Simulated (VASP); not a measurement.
A calculation with VASP 6.6.1 of Hg (ASE script, structure from a POSCAR):

File run.py:

```python
from ase.calculators.vasp import Vasp
from ase.dft.bandgap import bandgap
from ase.io import read

atoms = read('POSCAR')
calc = Vasp(
    directory='calc',
    xc='lda',
    pp='LDA',
    setups='minimal',
    prec='Accurate',
    encut=500,
    ediff=1e-06,
    ismear=0,
    sigma=0.02,
    lreal=False,
    lasph=True,
    nelm=100,
    algo='Normal',
    isif=2,
    lwave=False,
    lcharg=False,
    kpts=[10, 10, 10],
    gamma=True,
    nbands=12,
)
atoms.calc = calc

print('energy (eV):', atoms.get_potential_energy())
print('free energy (eV):', atoms.get_potential_energy(force_consistent=True))
print('forces (eV/A):')
print(atoms.get_forces())
print('stress (eV/A^3, Voigt):', atoms.get_stress())
print('Fermi level (eV):', calc.get_fermi_level())
gap, top, bottom = bandgap(calc)
print('band gap (eV):', gap, 'from (spin, k, band)', top, 'to', bottom)
```

The input POSCAR:

```
Hg
1.0
   -1.8767364354      1.8767364354      1.9168448550
    1.8767364354     -1.8767364354      1.9168448550
    1.8767364354      1.8767364354     -1.9168448550
Hg
1
Direct
    0.5000000000      0.5000000000      0.0000000000
```

Potentials or basis: VASP PAW LDA potentials, release 64 (Hg).

The run is started by

```console
$ python run.py
```

Problem. Write the same calculation in another form: native input, structure from a POSCAR.

Solution. As run:

File INCAR:

```
SYSTEM = Hg
ALGO = Fast
EDIFF = 1E-6
ENCUT = 500
ISIF = 2
ISMEAR = 0
LASPH = .True.
LCHARG = .True.
LELF = .True.
LREAL = .False.
LVHAR = .True.
LWAVE = .False.
NBANDS = 12
NELM = 60
PREC = Accurate
SIGMA = 0.02
```

Contents of KPOINTS:

```
k-points
0
Gamma
  10 10 10
  0 0 0
```

The input POSCAR:

```
Hg
1.0
   -1.8767364354      1.8767364354      1.9168448550
    1.8767364354     -1.8767364354      1.9168448550
    1.8767364354      1.8767364354     -1.9168448550
Hg
1
Direct
    0.5000000000      0.5000000000      0.0000000000
```

Potentials or basis: VASP PAW LDA potentials, release 64 (Hg).

Run with:

```bash
$ cat potpaw_LDA.64/Hg/POTCAR > POTCAR
$ mpirun -np 1 vasp_std > vasp.out
```

Both were run:

|  | ASE script, structure from a POSCAR | native input, structure from a POSCAR |
| --- | --- | --- |
| Pressure | -4.0 GPa | -4.1 GPa |
| Band gap on the k mesh | none (metal or under the smearing width) | none (metal or under the smearing width) |

Keys that steer only the numerical path or the files written may differ.
